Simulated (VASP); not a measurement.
Here is the system:

```yaml
crystal:
  lattice:
    - [2.11516, 1.22119, 10.41134]
    - [-2.11516, 1.22119, 10.41134]
    - [0.00000, -2.44238, 10.41134]
  atoms:
    - { symbol: Sb, position: [0.60420, 0.60420, 0.60420] }
    - { symbol: Sb, position: [0.39580, 0.39580, 0.39580] }
    - { symbol: Te, position: [0.78254, 0.78254, 0.78254] }
    - { symbol: Te, position: [0.21746, 0.21746, 0.21746] }
    - { symbol: Te, position: [0.00000, 0.00000, 0.00000] }
```

All values below come from PBE GGA, VASP's PBE PAW potentials (set 64) (plane waves; VASP). Numerical set-up: 300 eV cut-off, 4×4×4 Γ-centred mesh, Gaussian smearing of 0.050 eV, potentials Sb Te.

Unless said otherwise, spin-orbit coupling is left out, though it shifts the bands of the heavy elements here.

Problem. Estimate the energy per atom (σ→0), pressure, largest force, band gap (on the k-mesh) with the smallest direct gap where there is one.

Solution. 
The band gap (on the k-mesh) comes out as 0.27 eV, the smallest direct gap (on the k-mesh) comes out as 0.27 eV and the energy per atom (σ→0) is -3.657 eV/atom. The pressure is 3.38 GPa. The largest force is 0.433 eV/Å.

Total energies compare only between runs with the same potentials, cut-off and functional.

The structure comes from a computed database's Sb2Te3 entry; how it stands against other phases isn't given here. The cell was not relaxed at this level. The k-mesh is coarse (spacing up to 0.43 per Å, 2π included), so the numbers may not be converged in it.
